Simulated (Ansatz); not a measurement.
The system is MgS (Niningerite).

```
CELL_PARAMETERS angstrom
0.00000 2.60165 2.60165
2.60165 0.00000 2.60165
2.60165 2.60165 0.00000
ATOMIC_POSITIONS crystal
S 0.50000 0.50000 0.50000
Mg 0.00000 0.00000 0.00000
```

- Program: Ansatz 0.2.0
- Task: single point
- Functional: PBE
- Potentials or basis: all-electron LAPW, scalar-relativistic
- Cutoff: 184 eV (chosen from the basis error)
- Basis error allowed: 0.001 eV/atom
- k mesh: 9 × 9 × 9
- Occupations: fermi-dirac, width 0.05 eV
- Spin: no spin polarisation

On this cell: pressure 1.2 GPa; largest force zero by symmetry; band gap on the k mesh 2.92 eV, indirect (least direct gap 3.72 eV).

The same run follows on a disturbed copy (atoms moved at random, drawn with an rms of 0.05 Å):

```
S Mg
1.0
     0.00000    2.60165    2.60165
     2.60165    0.00000    2.60165
     2.60165    2.60165    0.00000
S Mg
1 1
Direct
  0.49923 0.50365 0.50962
  0.01475 0.99180 0.98833
```

Task: What does the disturbed cell give?

Result: The energy moves by +5.6 meV/atom; pressure 1.4 GPa; largest force 0.257 eV/Å; band gap on the k mesh 2.92 eV, indirect (least direct gap 3.72 eV).

Forces on the atoms (eV/Å):
```
S   -0.253 -0.041  0.026
Mg   0.253  0.041 -0.026
```

Stress tensor (GPa, compression positive):
```
 2.02 -0.02  0.01
-0.02  1.12  0.00
 0.01  0.00  1.10
```

Caveats: an odd mesh through Γ misses points on the zone boundary, where band edges often lie.
